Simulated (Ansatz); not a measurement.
Theory: DFT PBE, scalar-relativistic, plane waves, PAW (Ansatz). Settings: cutoff 420 eV, Γ-centred meshes spaced at most about 0.3 Å⁻¹, and about 0.25 Å⁻¹ or finer for metals (2π included), Gaussian smearing. No spin polarisation.

These are static total energies at zero pressure.

**Question.** Which of these relaxed structures of BeC is the lowest in energy?
1.

Space group P4/nmm:1 (No. 129). a = 2.496 Å, b = 2.496 Å, c = 4.603 Å, α = 90.00°, β = 90.00°, γ = 90.00°
```json
{"atom": "Be", "site": "2c", "symmetry": "4mm", "x": "0.0000", "y": "0.5000", "z": "0.3009"}
{"atom": "C", "site": "2a", "symmetry": "-4m2", "x": "0.0000", "y": "0.0000", "z": "0.0000"}
```

2.

Space group R3m:H (No. 160). a = 2.484 Å, b = 2.484 Å, c = 16.927 Å, α = 90.00°, β = 90.00°, γ = 120.00°
```csv
atom,site,symmetry,x,y,z
Be,3a,3m,0.0000,0.0000,0.2248
Be,3a,3m,0.3333,0.6667,0.1198
C,3a,3m,0.6667,0.3333,0.3155
C,3a,3m,0.3333,0.6667,0.0069
```

**Answer.** 2. The other, cell 1, lies 0.66 eV/atom higher. Counting C atoms around Be (those within 1.25 times the shortest such distance or 1.15 times the sum of covalent radii; a slash parts the counts of unlike sites): cell 2 has Be 1/4; cell 1 has Be 4. Cell 2 holds C–C nets (shortest 1.49 Å); in cell 1 the shortest C–C distance is 1.76 Å, near bonding range too. Origin: cell 1, invented; cell 2, invented, then shaken at random and relaxed again. The lowest form computed isn't among them: it has space group P6_3/mmc (No. 194), 7.1 Å³/atom and lies 62 meV/atom below the best shown. Even the lowest of the cells shown lies +0.47 eV/atom against the elements.

No dispersion correction is applied, so the spacing and binding between layers, chains or molecules are poorly described (P4/nmm), and this can change margins and order among such cells. Cells relaxed within their symmetry can be saddle points. Some types were kept out of the candidates beforehand, so the set may lack a known form.
